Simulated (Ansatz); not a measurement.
## Barrier of one jump, Ga in GaP

The calculation used DFT PBE, scalar-relativistic, plane waves, PAW in Ansatz. Run with 420 eV cutoff, 2×2×2 k-mesh, Gaussian smearing of 0.02 eV, no spin polarisation.

Host crystal, relaxed:

```cif
data_structure
_symmetry_space_group_name_H-M 'P 1'
_symmetry_Int_Tables_number 1
_cell_length_a 3.8927
_cell_length_b 3.8927
_cell_length_c 3.8927
_cell_angle_alpha 60.000
_cell_angle_beta 60.000
_cell_angle_gamma 60.000
_cell_volume 41.71
loop_
_atom_site_label
_atom_site_type_symbol
_atom_site_fract_x
_atom_site_fract_y
_atom_site_fract_z
_atom_site_occupancy
Ga1 Ga 0.00000 0.00000 0.00000 1
P1 P 0.25000 0.25000 0.25000 1
```

In a supercell of 16 host sites, interstitial Ga hops to an equivalent place, moving 3.89 Å between the relaxed ends. Climbing-image nudged elastic band at fixed cell with images 0 (start) to 6 (end), the path measured over all atoms, converged to 0.05 eV/Å; the order of the saddle wasn't checked, and the small cell leaves errors of about a tenth of an eV.

Supercell rows in host cell vectors: 0 -2 2; 0 0 2; -2 0 2. Ga was set at (0.500, 0.500, 0.500) of the host cell.

At the relaxed start Ga has 4 P at 2.45 Å, 3 Ga at 2.82 Å, 3 Ga at 2.83 Å.

A cell with an odd number of electrons and no spin polarisation is a metal by construction and may be lower with spin.

Question: How high is the barrier, and where does the atom pass?

Answer: 0.73 eV at image 1, where Ga has 3 P at 2.41 Å, 3 Ga at 2.56 Å, 1 Ga at 2.94 Å, 1 P at 3.18 Å.

Cost: 1 run of about 26 core-minutes, on Arm Neoverse V2 (shared hosts).